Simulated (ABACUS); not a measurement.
Crystal: KCl (Sylvite).

```
K Cl
1.0
     0.00000    3.14647    3.14647
     3.14647    0.00000    3.14647
     3.14647    3.14647    0.00000
K Cl
1 1
Direct
  0.00000 0.00000 0.00000
  0.50000 0.50000 0.50000
```

- Program: ABACUS 3.10.1
- Task: relaxation of cell and atoms
- Functional: BLYP
- Potentials or basis: PseudoDojo NC SR 0.5 PBE stringent
- Cutoff: 1007 eV
- Density cutoff: 4027 eV
- Basis: plane waves
- k mesh: 6 × 6 × 6
- Occupations: fermi-dirac, width 0.05 eV
- Spin: no spin polarisation

At the start: pressure 1.6 GPa; volume 31.15 Å³/atom.

How do energy, volume and symmetry change on relaxing?

Over 4 steps the energy falls by 12.4 meV/atom and the volume is 33.92 Å³/atom (+8.9 %); space group Fm-3m (No. 225, to 0.05 Å).

The path:
| step | energy change (eV) | largest force (eV/Å) | pressure (GPa) | volume (Å³) |
| --- | --- | --- | --- | --- |
| 1 | 0.0000 | 0.0000 | 1.56 | 62.30 |
| 2 | -0.0196 | 0.0000 | 0.65 | 65.20 |
| 3 | -0.0248 | 0.0000 | 0.07 | 67.55 |
| 4 | -0.0248 | 0.0000 | 0.00 | 67.84 |

Final structure:
```
K Cl
1.0
     0.00000    3.23704    3.23704
     3.23704    0.00000    3.23704
     3.23704    3.23704    0.00000
K Cl
1 1
Direct
  0.00000 0.00000 0.00000
  0.50000 0.50000 0.50000
```

Caveat: the potentials were made for another functional, which shifts forces and pressure.
